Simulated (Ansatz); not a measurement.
A surface is cut from this relaxed crystal of Hf2S:

```cif
data_structure
_symmetry_space_group_name_H-M 'P6_3/mmc'
_symmetry_Int_Tables_number 194
_cell_length_a 3.3465
_cell_length_b 3.3465
_cell_length_c 11.6642
_cell_angle_alpha 90.000
_cell_angle_beta 90.000
_cell_angle_gamma 120.000
_cell_volume 113.13
loop_
_atom_site_label
_atom_site_type_symbol
_atom_site_symmetry_multiplicity
_atom_site_Wyckoff_symbol
_atom_site_fract_x
_atom_site_fract_y
_atom_site_fract_z
_atom_site_occupancy
Hf1 Hf 4 f 0.66667 0.33333 0.89862 1
S1 S 2 b 0.00000 0.00000 0.75000 1
```

Miller indices refer to the conventional cell of P6_3/mmc (No. 194), a = 3.347 Å, b = 3.347 Å, c = 11.664 Å, α = 90.00°, β = 90.00°, γ = 120.00°.

The (001) slab of 12 planes, 21.0 Å thick with 15 Å of vacuum as cut; outer planes Hf (top) and Hf (bottom).

Computed with Ansatz, DFT PBEsol, scalar-relativistic, plane waves, PAW. Plane waves to 420 eV, a k mesh through Γ of 12×12×1 on the computed 12-atom cell and Gaussian smearing (0.10 eV); no spin polarisation. A dipole correction removes the field between periodic images along c.

Results for the relaxed slab:

```json
{
  "Surface energy (mean of both faces)": "2.45 J/m²",
  "Work function": "4.49 eV"
}
```

Relaxation lowers the energy by 0.019 J/m² a face; the largest move is 0.049 Å.

```
plane (bottom to top) atoms spacing to next, bulk (Å) relaxed (Å) change (%)
                    1     Hf                      1.734        1.686        -2.7
                    2      S                      1.734        1.718        -0.9
                    3     Hf                      2.365        2.380        +0.6
                    4     Hf                      1.734        1.733         0.0
                    5      S                      1.734        1.733         0.0
                    6     Hf                      2.365        2.366         0.0
                    7     Hf                      1.734        1.733         0.0
                    8      S                      1.734        1.733         0.0
                    9     Hf                      2.365        2.380        +0.6
                   10     Hf                      1.734        1.718        -0.9
                   11      S                      1.734        1.686        -2.7
                   12     Hf
```

Spin-orbit coupling is left out, which matters for the bands of heavy elements.